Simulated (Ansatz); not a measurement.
# SiC: the cost of one run

Program: Ansatz 0.2.0. Level of theory: DFT LDA, scalar-relativistic, plane waves, PAW. These are calculated values, not measurements.

The COD entry's cell or inner coordinates are ideal or old and differ from later refinements, so a difference from it is no clean test against experiment.

**1. The structure to begin with**

It takes space group F-43m (No. 216, cubic). The conventional cell has a = 4.348 Å, b = 4.348 Å, c = 4.348 Å, α = 90.00°, β = 90.00°, γ = 90.00°. Around Si (site symmetry -43m) lie 4 C at 1.88 Å. C (site symmetry -43m) is surrounded by 4 Si at 1.88 Å.

Structure file:

```xyz
2
Lattice="0.0000 2.1740 2.1740 2.1740 0.0000 2.1740 2.1740 2.1740 0.0000" Properties=species:S:1:pos:R:3 pbc="T T T"
Si    0.0000    0.0000    0.0000
C     3.2610    3.2610    3.2610
```

The cell is taken as given, not relaxed at this level.

**2. The scan: a trigonal deformation path**

At fixed volume and fractional coordinates, lengths along (0.577, 0.577, 0.577) are scaled against those across it; ρ is that ratio over its starting value.

**3. At ρ = 0.500**

Contents of input.yaml:

```yaml
crystal:
  lattice:
    - [-0.9130227875, 1.826045575, 1.826045575]
    - [1.826045575, -0.9130227875, 1.826045575]
    - [1.826045575, 1.826045575, -0.9130227875]
  atoms:
    - { symbol: Si, position: [0.0, 0.0, 0.0] }
    - { symbol: C, position: [0.75, 0.75, 0.75] }
basis:
  ecutwfc: 420
kpoints:
  mp_grid: { grid: [12, 12, 12] }
hamiltonian:
  xc: lda
scf:
  occupations: { method: gaussian, width: 0.05 }
output:
  forces: true
  stress: true
  eigenvalues: true
```

The run is started by

```
$ ansatz run input.yaml --threads 1 --pin off --max-ram 1228MiB --backend cpu --events-out ev --progress --plain --runs-dir out
```

**Question.** How long does this run take on 1 thread of an x86-64 CPU, shared host, and how much memory does it need?

About 3.6 s, with a peak of 0.41 GiB.
